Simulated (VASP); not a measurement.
Crystal: BeTe.

```
CELL_PARAMETERS angstrom
0.00000 2.77000 2.77000
2.77000 0.00000 2.77000
2.77000 2.77000 0.00000
ATOMIC_POSITIONS crystal
Te 0.75000 0.75000 0.75000
Be 0.00000 0.00000 0.00000
```

- Program: VASP 6.6.1
- Task: relaxation of cell and atoms
- Functional: PBE
- Dispersion: D4
- Potentials or basis: VASP PAW PBE potentials, release 64 (Te, Be)
- Cutoff: 600 eV
- k mesh: 8 × 8 × 8
- Occupations: fermi-dirac, width 0.05 eV
- Spin: no spin polarisation

At the start: pressure 2.0 GPa; volume 21.25 Å³/atom.

**Question.** Where does the relaxation end?

**Answer.** Over 3 steps the energy falls by 4.0 meV/atom and the volume is 21.91 Å³/atom (+3.1 %); space group F-43m (No. 216, to 0.05 Å).

The path:
| step | energy change (eV) | largest force (eV/Å) | pressure (GPa) | volume (Å³) |
| --- | --- | --- | --- | --- |
| 1 | 0.0000 | 0.0000 | 1.99 | 42.51 |
| 2 | -0.0074 | 0.0000 | -0.46 | 44.16 |
| 3 | -0.0079 | 0.0000 | 0.00 | 43.82 |

Final structure:
```cif
data_structure
_symmetry_space_group_name_H-M 'P 1'
_symmetry_Int_Tables_number 1
_cell_length_a 3.9572
_cell_length_b 3.9572
_cell_length_c 3.9572
_cell_angle_alpha 60.000
_cell_angle_beta 60.000
_cell_angle_gamma 60.000
_cell_volume 43.82
loop_
_atom_site_label
_atom_site_type_symbol
_atom_site_fract_x
_atom_site_fract_y
_atom_site_fract_z
_atom_site_occupancy
Te1 Te 0.75000 0.75000 0.75000 1
Be1 Be 0.00000 0.00000 0.00000 1
```
